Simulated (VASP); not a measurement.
Input of a VASP 6.6.1 run:

File INCAR:

```
PREC = Accurate
ENCUT = 600
EDIFF = 1E-6
ISMEAR = 1
SIGMA = 0.1
LREAL = False
LASPH = True
NELM = 80
ALGO = Normal
ISIF = 3
LWAVE = False
LCHARG = False
GGA = PE
IVDW = 12
IBRION = 2
NSW = 90
EDIFFG = -0.01
```

Contents of KPOINTS:

```
regular mesh
0
Gamma
  15 15 7
```

Contents of POSCAR:

```
Zr
1.0
    3.2320000000      0.0000000000      0.0000000000
   -1.6160000000      2.7989941050      0.0000000000
    0.0000000000      0.0000000000      5.1470000000
Zr
2
Direct
    0.3333333333      0.6666666667      0.2500000000
    0.6666666667      0.3333333333      0.7500000000
```

Potentials or basis: VASP PAW PBE potentials, release 64 (Zr_sv).

Launch:

```console
$ cat potpaw_PBE.64/Zr_sv/POTCAR > POTCAR
$ mpirun -np 1 vasp_std > vasp.out
```

Problem. Estimate the relaxed cell.

Solution. a = 3.185 Å, b = 3.185 Å, c = 5.110 Å, α = 90.00°, β = 90.00°, γ = 120.00°.

Problem. Estimate the band gap on the k mesh.

Solution. None (metal or under the smearing width).

Problem. Estimate the dispersion energy per atom.

Solution. -0.549 eV.

Final structure:
```
CELL_PARAMETERS angstrom
3.18504 0.00000 0.00000
-1.59252 2.75832 0.00000
0.00000 0.00000 5.10975
ATOMIC_POSITIONS crystal
Zr 0.33333 0.66667 0.25000
Zr 0.66667 0.33333 0.75000
```
